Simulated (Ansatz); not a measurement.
In (bcc)

The computed numbers are results of HSE06, scalar-relativistic (no spin polarisation) in the plane-wave PAW code Ansatz at 420 eV, 8×8×8 k-mesh, Gaussian smearing of 0.05 eV. The datasets are Ansatz's generated set soft_2.

```xyz
1
Lattice="-1.8899 1.8899 1.8899 1.8899 -1.8899 1.8899 1.8899 1.8899 -1.8899" Properties=species:S:1:pos:R:3 pbc="T T T"
In    0.0000    0.0000    0.0000
```

At room temperature and ambient pressure In takes another structure.

The volume is at zero pressure for this level.

Path: Γ–H–N–Γ–P–H | P–N, with Γ = (0.000, 0.000, 0.000), H = (0.500, -0.500, 0.500), N = (0.000, 0.000, 0.500), P = (0.250, 0.250, 0.250) in reciprocal vectors of the calculation's cell.

**Question.** Is it a metal or an insulator, and if it has a gap, where are the band edges on this path?

**Answer.** A metal: bands cross the Fermi level.

Levels between -6 and 6 eV from the Fermi level at the path's named points:
| point | below E_F (eV) | above E_F (eV) |
| --- | --- | --- |
| Γ |  |  |
| H |  | 0.99 1.26 1.26 1.26 5.37 5.37 |
| N | -4.52 -3.64 |  |
| P | -2.65 -0.01 -0.01 -0.01 |  |

The calculation's cell holds 13 valence electrons, an odd number. Without magnetic order each band takes two, so one stays part-filled and the crystal must be a metal.

It took about 4 core-minutes on a shared host.

For a metal under a hybrid functional this mesh is coarse.
